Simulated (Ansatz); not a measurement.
Data:

GeO$_{2}$ (space group P3_221)

```
CELL_PARAMETERS angstrom
      4.98915     0.00000     0.00000
     -2.49458     4.32073     0.00000
      0.00000     0.00000     5.69214
ATOMIC_POSITIONS crystal
  Ge 0.54890 0.54890 0.50000
  Ge 0.45110 0.00000 0.16667
  Ge 0.00000 0.45110 0.83333
  O  0.30482 0.39412 0.74569
  O  0.60588 0.91070 0.41236
  O  0.08930 0.69518 0.07903
  O  0.39412 0.30482 0.25431
  O  0.91070 0.60588 0.58764
  O  0.69518 0.08930 0.92097
```

E(V) scan at fixed shape, V₀ the volume above. The atoms relax within the cell's symmetry.

Level of theory: PBEsol (plane waves to 420 eV, PAW, scalar-relativistic; Ansatz, a program for electronic structure). k mesh 8×8×6 (Γ-centred), Fermi-Dirac smearing 0.05 eV. E stands for the smeared free energy. Stress and pressure are positive under compression. With the shape held, the modulus is that of even scaling; a crystal free to change shape is softer. GeO2 was relaxed with its symmetry unable to fall. The zero of ΔE is the relaxed starting cell.

The scan covers V/V₀ from 0.900 to 1.100 in 9 points.

**Question.** What pressure does the cell carry at V/V₀ = 0.900?

**Answer.** 5.04 GPa.

**Question.** What is ΔE at V/V₀ = 1.100?

**Answer.** 14.2 meV/atom.

**Question.** What is ΔE at V/V₀ = 0.900?

**Answer.** 19.7 meV/atom.

(Under strain, the slope of the energy per volume gives the stress and its curvature an elastic modulus.)
